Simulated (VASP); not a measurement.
**VASP 6.6.1 run: NaCl**

INCAR

```
ISIF = 2
PREC = Accurate
SIGMA = 0.02
IBRION = -1
EDIFF = 1E-7
ISMEAR = -1
NELM = 120
NSW = 0
LCHARG = .FALSE.
LWAVE = .FALSE.
LASPH = .TRUE.
NBANDS = 47
ENCUT = 520
LREAL = .FALSE.
GGA = PE
```

KPOINTS

```
KPOINTS created by Atomic Simulation Environment
0
Gamma
6 6 6
0 0 0
```

POSCAR

```
Na Cl
 1.0000000000000000
     0.0011000000000000    2.6945999999999999    2.7744000000000000
     2.7940999999999998    0.0634000000000000    2.7120000000000002
     2.9081999999999999    2.7463000000000002   -0.0507000000000000
 Na  Cl
   1   1
Cartesian
  2.9934409399999997  5.3787054300000001  2.7500921699999998
  2.7748223200000002  2.6857501900000003  2.6887648500000001
```

The recommended PBE PAW datasets give the neutral cell 14 valence electrons.

Command

```
mpirun -np 1 vasp_std
```

OSZICAR

```
N       E                     dE             d eps       ncg     rms          rms(c)
DAV:   1     0.124444206760E+03    0.12444E+03   -0.40768E+03 10753   0.333E+02
DAV:   2     0.254120431648E+01   -0.12190E+03   -0.10901E+03 11269   0.124E+02
DAV:   3    -0.681141254882E+01   -0.93526E+01   -0.91855E+01 12644   0.305E+01
DAV:   4    -0.691095664152E+01   -0.99544E-01   -0.99489E-01 12372   0.300E+00
DAV:   5    -0.691131283317E+01   -0.35619E-03   -0.35618E-03 12077   0.187E-01    0.220E+00
DAV:   6    -0.672266382780E+01    0.18865E+00   -0.98521E-02 14659   0.997E-01    0.160E+00
DAV:   7    -0.671079173811E+01    0.11872E-01   -0.33882E-02 14005   0.538E-01    0.113E+00
DAV:   8    -0.671609670465E+01   -0.53050E-02   -0.69455E-03 12133   0.259E-01    0.359E-01
DAV:   9    -0.671590737577E+01    0.18933E-03   -0.22404E-04 11942   0.420E-02    0.125E-01
DAV:  10    -0.671598765855E+01   -0.80283E-04   -0.38864E-05 12303   0.241E-02    0.209E-02
DAV:  11    -0.671599145958E+01   -0.38010E-05   -0.24671E-06 12758   0.498E-03    0.255E-03
DAV:  12    -0.671599193900E+01   -0.47941E-06   -0.17113E-07 12286   0.219E-03    0.134E-03
DAV:  13    -0.671599214515E+01   -0.20615E-06   -0.63912E-08 12324   0.839E-04    0.148E-03
DAV:  14    -0.671599208993E+01    0.55223E-07   -0.24311E-09  8085   0.148E-04
   1 F= -.67159921E+01 E0= -.67159921E+01  d E =-.107907E-10
```

From OUTCAR

```
k-points           NKPTS =    112   k-points in BZ     NKDIM =    112   number of bands    NBANDS=     47

   NELECT =      14.0000    total number of electrons

   dimension x,y,z NGX =    30 NGY =   30 NGZ =   30
   dimension x,y,z NGXF=    60 NGYF=   60 NGZF=   60

  energy-cutoff  :      520.00
  volume of cell :       42.40
      direct lattice vectors                 reciprocal lattice vectors
     0.001100000  2.694600000  2.774400000    -0.175720555  0.189340144  0.176613805
     2.794100000  0.063400000  2.712000000     0.182907943 -0.190280315  0.184734767
     2.908200000  2.746300000 -0.050700000     0.168190017  0.182743261 -0.177553706

 k-points in reciprocal lattice and weights: KPOINTS created by Atomic Simulation Env
   0.00000000  0.00000000  0.00000000       0.005
   0.16666667  0.00000000 -0.00000000       0.009
   0.33333333  0.00000000 -0.00000000       0.009
   0.50000000  0.00000000  0.00000000       0.005
  -0.00000000  0.16666667 -0.00000000       0.009
   0.16666667  0.16666667 -0.00000000       0.009
   0.33333333  0.16666667 -0.00000000       0.009
   0.50000000  0.16666667 -0.00000000       0.009
   ...

 E-fermi :   0.1121

 k-point     1 :       0.0000    0.0000    0.0000
  band No.  band energies     occupation
      1     -21.1103      2.00000
      2     -21.1017      2.00000
      3     -21.0990      2.00000
      4     -13.1886      2.00000
      5      -0.5010      2.00000
      6      -0.4061      2.00000
      7      -0.2831      2.00000
      8       4.9278      0.00000
      9      10.3280      0.00000
     10      10.8700      0.00000
     11      11.2776      0.00000
     12      12.7760      0.00000
     13      13.3621      0.00000
     14      14.6957      0.00000
     15      16.5897      0.00000
     16      17.3170      0.00000
     17      18.0080      0.00000
     18      24.2240      0.00000
     19      26.1494      0.00000
     20      26.7028      0.00000
     21      26.8344      0.00000
     22      27.4800      0.00000
     23      28.0998      0.00000
     24      29.0225      0.00000
     25      30.9792      0.00000
     26      31.2635      0.00000
     27      33.6601      0.00000
     28      34.9966      0.00000
     29      35.6655      0.00000
     30      37.3743      0.00000
     31      37.5420      0.00000
     32      37.6044      0.00000
     33      38.3361      0.00000
     34      40.9953      0.00000
     35      41.5177      0.00000
     36      42.4379      0.00000
     37      44.1098      0.00000
     38      45.5928      0.00000
     39      46.1548      0.00000
     40      46.6430      0.00000
     41      47.3055      0.00000
     42      47.7353      0.00000
     43      48.6228      0.00000
     44      49.1649      0.00000
     45      49.2017      0.00000
     46      49.9787      0.00000
     47      50.0395      0.00000

 ...

  Total        0.5259870      1.1163632      0.6580724     -0.1323221     -0.0026808      0.0932424
  in kB       19.8739010     42.1806828     24.8646184     -4.9996610     -0.1012899      3.5230730
  external PRESSURE =      28.9730674 kB  Pullay stress =       0.0000000 kB

 POSITION                                       TOTAL-FORCE (eV/Angst)
 -----------------------------------------------------------------------------------
      2.99344      5.37871      2.75009        -0.180379     -0.023548     -0.086021
      2.77482      2.68575      2.68876         0.180379      0.023548      0.086021
 -----------------------------------------------------------------------------------
    total drift:                               -0.000369      0.000074      0.000271

  FREE ENERGIE OF THE ION-ELECTRON SYSTEM (eV)
  ---------------------------------------------------
  free  energy   TOTEN  =        -6.7159920899 eV

  energy  without entropy=       -6.7159920899  energy(sigma->0) =       -6.71599209
```

It converged. Results: gap between bands v and c on the k mesh 5.21 eV; least direct gap on the k mesh 5.21 eV; pressure 2.9 GPa; largest force 0.20 eV/Å. Band v is the last that the valence electrons fill when counted band by band, and c is the next.

For comparison, a separate PBE run of the intended cell, on usual settings and not on those above, gives a gap of 5.21 eV on its mesh and a pressure of 2.9 GPa.

The run above took about 2.7 min on one core of a shared host (Intel Xeon Platinum 8488C) and held 0.26 GiB at most.
